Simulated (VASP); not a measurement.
# Si (a cell with a defect) in VASP: notebook

One crystal, Si (a cell with a defect), is run at these levels: PBE+D3(BJ); tasks: single point, relaxation of the atoms.

Program: VASP 6.6.1. These are calculated values, not measurements. Logs are shortened: lines on timing, memory, paths and dates and some standing lists are left out, and cuts for length are marked.

### Step 1. The crystal as given

The cell holds a defect, 17 atoms: a = 7.679 Å, b = 7.679 Å, c = 7.679 Å, α = 60.00°, β = 60.00°, γ = 60.00°.

The cell was built by a generator and needn't be a form met in nature.

### Step 2. Single point, PBE+D3(BJ)

The input, INCAR:

```
SYSTEM = Si
PREC     = Accurate       ! precision mode
ENCUT    = 520            ! plane-wave cutoff, eV
EDIFF    = 1E-6           ! SCF threshold, eV
ISMEAR   = -1             ! smearing method
SIGMA    = 0.02           ! smearing width, eV
LREAL    = Auto         
LASPH    = .True.         ! aspherical terms in the spheres
NELM     = 100            ! most SCF steps
ALGO     = Fast           ! electronic algorithm
ISIF     = 2              ! what is computed and relaxed
LWAVE    = .False.        ! write WAVECAR
LCHARG   = .True.         ! write CHGCAR
GGA      = PE             ! functional
IVDW     = 12             ! dispersion correction
LELF     = .True.         ! ELF
LVHAR    = .True.       
NBANDS   = 48             ! bands
```

The input, KPOINTS:

```
regular mesh
0
Gamma
  2 2 2
  0 0 0
```

The input, POSCAR:

```
Si
1.0
    0.0000000000      5.4300000000      5.4300000000
    5.4300000000      0.0000000000      5.4300000000
    5.4300000000      5.4300000000      0.0000000000
Si
17
Direct
   -0.0029329976     -0.0030251204      0.0026912925
    0.1233564152      0.1232191117      0.1302706622
    0.0007490395      0.0003484102      0.4988860969
    0.1231099845      0.1228850646      0.6225529178
   -0.0028980956      0.5033648847      0.0025754352
    0.1261089402      0.6247181475      0.1245073095
   -0.0029303837      0.5031424783      0.4968586764
    0.1230984929      0.6317993062      0.6224159966
    0.5035488857     -0.0029800067      0.0024626080
    0.6248207116      0.1260930253      0.1244348101
    0.5034176697     -0.0031055525      0.4967787286
    0.6322195864      0.1228408807      0.6222868683
    0.4999939405      0.4999722598      0.0000604619
    0.6248284969      0.6247113711      0.1243619365
    0.5034266767      0.5031317066      0.4966892726
    0.6247629550      0.6245844002      0.6262023728
    0.2507331820      0.2503378327      0.7489119542
```

Potentials or basis: VASP PAW PBE potentials, release 64 (Si).

Run with:

```bash
$ cat potpaw_PBE.64/Si/POTCAR > POTCAR
$ mpirun -np 1 vasp_std > vasp.out
```

OUTCAR:

```text
SYSTEM = Si
   PREC = Accurate
   ENCUT = 520
   EDIFF = 1E-6
   ISMEAR = -1
   LREAL = Auto
   LASPH = .True.
   NELM = 100
   ISIF = 2
   GGA = PE
   IVDW = 12
 IVDW          = 12

 ion  position               nearest neighbor table
   1  0.997  0.997  0.003-  10 2.33   6 2.33   2 2.38   4 2.38  17 2.75
   2  0.123  0.123  0.130-   3 2.31   1 2.38   5 2.38   9 2.38  17 2.39
   3  0.001  0.000  0.499-  12 2.31   8 2.31   4 2.31   2 2.31
   4  0.123  0.123  0.623-   3 2.31   1 2.38   7 2.38  11 2.38  17 2.39
   5  0.997  0.503  0.003-  14 2.33   6 2.33   2 2.38   8 2.38  17 2.75
   6  0.126  0.625  0.125-   1 2.33   5 2.33   7 2.33  13 2.34
   7  0.997  0.503  0.497-  16 2.33   6 2.33   8 2.38   4 2.38  17 2.75
   8  0.123  0.632  0.622-   3 2.31   5 2.38   7 2.38  15 2.38  17 2.39
   9  0.504  0.997  0.002-  14 2.33  10 2.33  12 2.38   2 2.38  17 2.75
  10  0.625  0.126  0.124-   1 2.33   9 2.33  11 2.33  13 2.34
  11  0.503  0.997  0.497-  16 2.33  10 2.33  12 2.38   4 2.38  17 2.75
  12  0.632  0.123  0.622-   3 2.31   9 2.38  11 2.38  15 2.38  17 2.39
  13  0.500  0.500  0.000-  16 2.34  14 2.34  10 2.34   6 2.34
  14  0.625  0.625  0.124-   5 2.33   9 2.33  15 2.33  13 2.34
  15  0.503  0.503  0.497-  16 2.33  14 2.33  12 2.38   8 2.38  17 2.74
  16  0.625  0.625  0.626-  15 2.33   7 2.33  11 2.33  13 2.34
  17  0.251  0.250  0.749-   2 2.39   4 2.39   8 2.39  12 2.39  15 2.74  11 2.75   7 2.75   9 2.75
                             5 2.75   1 2.75

  LATTYP: Found a face centered cubic cell.
 ALAT       =    10.8600000000

  Lattice vectors:

 A1 = (   0.0000000000,   5.4300000000,   5.4300000000)
 A2 = (   5.4300000000,   0.0000000000,   5.4300000000)
 A3 = (   5.4300000000,   5.4300000000,   0.0000000000)

Analysis of symmetry for initial positions (statically):
=====================================================================
 Subroutine PRICEL returns:
 Original cell was already a primitive cell.

 Routine SETGRP: Setting up the symmetry group for a
 face centered cubic supercell.

 Subroutine GETGRP returns: Found  1 space group operations
 (whereof  1 operations were pure point group operations)
 out of a pool of 48 trial point group operations.

The static configuration has the point symmetry C_1 .

Analysis of symmetry for dynamics (positions and initial velocities):
=====================================================================
 Subroutine PRICEL returns:
 Original cell was already a primitive cell.

 Routine SETGRP: Setting up the symmetry group for a
 face centered cubic supercell.

 Subroutine GETGRP returns: Found  1 space group operations
 (whereof  1 operations were pure point group operations)
 out of a pool of 48 trial point group operations.

The dynamic configuration has the point symmetry C_1 .

 Subroutine INISYM returns: Found  1 space group operations
 (whereof  1 operations are pure point group operations),
 and found     1 'primitive' translations

----------------------------------------------------------------------------------------

                                     Primitive cell

  volume of cell :     320.2060

  direct lattice vectors                    reciprocal lattice vectors
     0.000000000  5.430000000  5.430000000    -0.092081031  0.092081031  0.092081031
     5.430000000  0.000000000  5.430000000     0.092081031 -0.092081031  0.092081031
     5.430000000  5.430000000  0.000000000     0.092081031  0.092081031 -0.092081031

  length of vectors
     7.679179644  7.679179644  7.679179644     0.159489025  0.159489025  0.159489025

  position of ions in fractional coordinates (direct lattice)
     0.997067002  0.996974880  0.002691293
     0.123356415  0.123219112  0.130270662
     0.000749040  0.000348410  0.498886097
     0.123109984  0.122885065  0.622552918
     0.997101904  0.503364885  0.002575435
     0.126108940  0.624718147  0.124507309
[... 9 lines left out ...]
     0.624762955  0.624584400  0.626202373
     0.250733182  0.250337833  0.748911954

  ion indices of the primitive-cell ions
   primitive index   ion index
                 1           1
                 2           2
                 3           3
                 4           4
                 5           5
                 6           6
[... 9 lines left out ...]
                16          16
                17          17

----------------------------------------------------------------------------------------

 KPOINTS: regular mesh

Automatic generation of k-mesh.
 Grid dimensions read from file:
 generate k-points for:    2    2    2

 Generating k-lattice:

  Cartesian coordinates                     Fractional coordinates (reciprocal lattice)
    -0.046040516  0.046040516  0.046040516     0.500000000  0.000000000  0.000000000
     0.046040516 -0.046040516  0.046040516     0.000000000  0.500000000  0.000000000
     0.046040516  0.046040516 -0.046040516     0.000000000  0.000000000  0.500000000

  Length of vectors
     0.079744512  0.079744512  0.079744512

  Shift w.r.t. Gamma in fractional coordinates (k-lattice)
     0.000000000  0.000000000  0.000000000

 Subroutine IBZKPT returns following result:
 ===========================================

 Found      8 irreducible k-points:

 Following reciprocal coordinates:
            Coordinates               Weight
  0.000000  0.000000  0.000000      1.000000
  0.500000  0.000000  0.000000      1.000000
  0.000000  0.500000  0.000000      1.000000
  0.000000  0.000000  0.500000      1.000000
  0.500000  0.500000  0.500000      1.000000
  0.500000  0.500000  0.000000      1.000000
  0.000000  0.500000  0.500000      1.000000
  0.500000  0.000000  0.500000      1.000000
   k-points           NKPTS =      8   k-points in BZ     NKDIM =      8   number of bands    NBANDS=     48
   number of dos      NEDOS =    301   number of ions     NIONS =     17
   total plane-waves  NPLWV = 216000
   dimension x,y,z NGX =    60 NGY =   60 NGZ =   60
   dimension x,y,z NGXF=   120 NGYF=  120 NGZF=  120
   ions per type =              17
   NGX,Y,Z   is equivalent  to a cutoff of  12.99, 12.99, 12.99 a.u.
   NGXF,Y,Z  is equivalent  to a cutoff of  25.98, 25.98, 25.98 a.u.
 SYSTEM =  Si
   PREC   = accura    normal or accurate (medium, high low for compatibility)
   ISTART =      0    job   : 0-new  1-cont  2-samecut
   ICHARG =      2    charge: 1-file 2-atom 10-const
   ISPIN  =      1    spin polarized calculation?
   LNONCOLLINEAR =      F non collinear calculations
   LSORBIT =      F    spin-orbit coupling
   LASPH  =      T    aspherical Exc in radial PAW
   ENCUT  =  520.0 eV  38.22 Ry    6.18 a.u.  14.28 14.28 14.28*2*pi/ulx,y,z
   NELM   =    100;   NELMIN=  2; NELMDL= -5     # of ELM steps
   EDIFF  = 0.1E-05   stopping-criterion for ELM
   LREAL  =      T    real-space projection
   EDIFFG = 0.1E-04   stopping-criterion for IOM
   NSW    =      0    number of steps for IOM
   IBRION =     -1    ionic relax: 0-MD 1-quasi-New 2-CG
   NFREE  =      0    steps in history (QN), initial steepest desc. (CG)
   ISIF   =      2    stress and relaxation
   ISYM   =      2    0-nonsym 1-usesym 2-fastsym
   POTIM  = 0.5000    time-step for ionic-motion
   TEBEG  =    0.0;   TEEND  =   0.0 temperature during run
   PSTRESS=    0.0 pullay stress
   NELECT =      68.0000    total number of electrons
   NUPDOWN=      -1.0000    fix difference up-down
   EMIN   =  10.00;   EMAX   =-10.00  energy-range for DOS
   EFERMI =   0.00;   METHOD = LEGACY
   ISMEAR =    -1;   SIGMA  =   0.02  broadening in eV -4-tet -1-fermi 0-gaus
   EFERMI_NEDOS =   21; number of points for ismear=-14 and -15
   IALGO  =     68    algorithm
   IMIX   =      4    mixing-type and parameters
     AMIX     =   0.40;   BMIX     =  1.00
     AMIX_MAG =   1.60;   BMIX_MAG =  1.00
  volume/ion in A,a.u.               =      18.84       127.11
  Fermi-wavevector in a.u.,A,eV,Ry     =   0.976715  1.845724 12.979587  0.953973
  Thomas-Fermi vector in A             =   2.107356
   LORBIT       =      0    0 simple, 1 ext, 2 COOP (PROOUT), +10 PAW based schemes
   GGA     = PE    functional components
   LHFCALC =     F    Hartree Fock is set to
   AEXX    =    0.0000 exact exchange contribution
   IVDW    =    12    specifies the selected vdW correction
   LEPSILON=     F    determine dielectric tensor
   LRPA    =     F    only Hartree local field effects (RPA)
 non-spin polarized calculation
 RMM-DIIS sequential band-by-band and
  energy-cutoff  :      520.00
  volume of cell :      320.21
 maximum number of plane-waves:      8646
 NGX is ok and might be reduce to    60
   NGX = 29   NGY = 29   NGZ = 29

 number of electron      68.0000001 magnetization

 Free energy of the ion-electron system (eV)
  ---------------------------------------------------
  ext. energy  EPLUGINS =         0.00000000
  ---------------------------------------------------
  free energy    TOTEN  =       -87.99583515 eV

  energy without entropy =      -87.98568388  energy(sigma->0) =      -87.99075952

 E-fermi :   6.9106     XC(G=0):  -9.6744

 val. band max:        6.6773454498   @ k =   0.0000   0.0000   0.0000
 cond. band min:       6.9250879722   @ k =   0.5000   0.5000   0.0000
 fundamental gap:      0.2477425224
 Fermi energy:         6.9106268481

 k-point     1 :       0.0000    0.0000    0.0000
  band No.  band energies     occupation
      1      -6.3183      2.00000
      2      -3.7714      2.00000
      3      -3.6290      2.00000
      4      -3.6281      2.00000
      5      -3.6272      2.00000
      6      -2.8083      2.00000
[... 38 lines left out ...]
     45       8.1211      0.00000
     46       9.0622      0.00000

 k-point     2 :       0.5000    0.0000    0.0000
  band No.  band energies     occupation
      1      -5.9161      2.00000
      2      -4.9561      2.00000
      3      -3.5704      2.00000
      4      -3.4265      2.00000
      5      -3.4248      2.00000
      6      -2.9558      2.00000
[... 286 lines left out ...]
 k-point     8 :       0.5000    0.0000    0.5000
  band No.  band energies     occupation
      1      -5.7830      2.00000
      2      -4.7235      2.00000
      3      -3.9915      2.00000
      4      -3.8777      2.00000
      5      -3.8776      2.00000
      6      -3.6260      2.00000
[... 38 lines left out ...]
     45      10.1231      0.00000
     46      10.1246      0.00000
 [bands above 46 left out]

------------------------ aborting loop because EDIFF is reached ----------------------------------------

 Edisp (eV)   -5.64336

 E8    (eV) :    -2.3346

  FORCE on cell =-STRESS in cart. coord.  units (eV):
  Direction    XX          YY          ZZ          XY          YZ          ZX
  --------------------------------------------------------------------------------------
  -------------------------------------------------------------------------------------
  Total       4.75755     4.76044     4.75801     0.00402    -0.00208     0.00017
  in kB      23.80478    23.81928    23.80710     0.02011    -0.01040     0.00083
  external pressure =       23.81 kB  Pullay stress =        0.00 kB

 VOLUME and BASIS-vectors are now :
 -----------------------------------------------------------------------------
  energy-cutoff  :      520.00
  volume of cell :      320.21
      direct lattice vectors                 reciprocal lattice vectors
     0.000000000  5.430000000  5.430000000    -0.092081031  0.092081031  0.092081031
     5.430000000  0.000000000  5.430000000     0.092081031 -0.092081031  0.092081031
     5.430000000  5.430000000  0.000000000     0.092081031  0.092081031 -0.092081031

 POSITION                                       TOTAL-FORCE (eV/Angst)
 -----------------------------------------------------------------------------------
      5.42819      5.42869     10.82765        -0.000632      0.000856      0.023884
      1.37645      1.37720      1.33891         0.007810      0.009409     -0.007011
      2.71084      2.71302      0.00596        -0.001005      0.000020      0.002373
      4.04773      4.04895      1.33575        -0.001657     -0.000273      0.000835
      2.74726      5.42825      8.14753        -0.020145      0.001712      0.000329
      4.06829      1.36085      4.07699        -0.013055      0.016475      0.011036
[... 9 lines left out ...]
      6.79177      6.79274      6.78396         0.011419      0.010542     -0.011607
      5.42593      5.42807      2.72082        -0.000804     -0.000845      0.002081
 -----------------------------------------------------------------------------------
    total drift:                                0.001123     -0.000550      0.002153

  FREE ENERGIE OF THE ION-ELECTRON SYSTEM (eV)
  ---------------------------------------------------
  free  energy   TOTEN  =       -93.6391942778 eV

  energy  without entropy=      -93.6290430079  energy(sigma->0) =      -93.63411864
```

Run time: 3.8 min. Hardware: 1 thread of Intel Xeon Platinum 8559C (Emerald Rapids), shared host; peak memory 0.45 GiB.

What came out:

| Property | Result |
| --- | --- |
| Free energy | -93.6392 eV |
| Pressure | 2.4 GPa |
| Largest force | 0.024 eV/Å |
| Band gap on the k mesh | none (metal or under the smearing width) |
| Dispersion energy per atom | -0.332 eV |

Forces on the atoms (eV/Å):
```
Si  -0.001  0.001  0.024
Si   0.008  0.009 -0.007
Si  -0.001  0.000  0.002
Si  -0.002  0.000  0.001
Si  -0.020  0.002  0.000
Si  -0.013  0.016  0.011
Si  -0.003  0.014  0.003
Si  -0.003  0.002  0.000
Si   0.002 -0.017 -0.002
Si   0.016 -0.014  0.009
Si   0.014 -0.003  0.000
Si   0.004 -0.004 -0.004
Si  -0.001  0.000  0.001
Si  -0.011 -0.013 -0.015
Si   0.000 -0.003 -0.015
Si   0.011  0.011 -0.012
Si  -0.001 -0.001  0.002
```

Caveat: the k mesh is coarse (spacing up to 0.50 Å⁻¹), so the values aren't converged.

[end of part 1 of 3]
